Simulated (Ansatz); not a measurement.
# Si at a changed volume: Quadrupolar parameters

The cell is a structure deposited in the COD, relaxed with PBE at fixed cell and then changed (volume scaled by 1.02, ions relaxed).

```cif
data_Si
_symmetry_space_group_name_H-M 'Ia-3'
_symmetry_Int_Tables_number 206
_cell_length_a 6.6799
_cell_length_b 6.6799
_cell_length_c 6.6799
_cell_angle_alpha 90.000
_cell_angle_beta 90.000
_cell_angle_gamma 90.000
loop_
_atom_site_label
_atom_site_type_symbol
_atom_site_symmetry_multiplicity
_atom_site_Wyckoff_symbol
_atom_site_fract_x
_atom_site_fract_y
_atom_site_fract_z
Si Si 16 c 0.1012 0.1012 0.1012
```

One atom of each set is listed; the run and its k-mesh use a cell of 8 atoms with edges of 5.79, 5.79, 5.79 Å.

All values are calculated (Ansatz; DFT, PBE, plane waves and PAW, scalar-relativistic, 420 eV cutoff, Γ-centred 10×10×10 k-points, Fermi–Dirac smearing 0.05 eV), not measured.

V_zz is the principal component of the electric field gradient with the largest magnitude, η = (V_xx − V_yy)/V_zz and C_Q = eQV_zz/h.

(1) Which values are expected at the nuclei?

Answers

(1) 

```tsv
site	atoms	first shell	V_xx, V_yy, V_zz (10²¹ V/m²)	η	C_Q (MHz)
Si	8	4 Si at 2.34–2.40 Å	0.62, 0.62, -1.23	0.00	–
```

An axis of threefold or higher order runs through Si, so V_zz lies along it and η is zero.

Si has no stable isotope with a ground-state quadrupole moment in the table, so no C_Q is given.

With no gap above 0.1 eV, as in a metal, the gradients converge slowly in k; expect changes of a tenth or more on a denser mesh. Semilocal functionals make gaps too small and can close them, so the real compound need not be a metal.

The relaxation (3 steps) took 20 s of wall time (20 s of CPU time) and 0.52 GiB at its peak, on 1 thread of Intel Xeon 6975P-C (Granite Rapids) (x86_64; 16 cores open to the job, memory cap 3.0 GiB, no GPU), a shared host with a load of 0.6 a core.
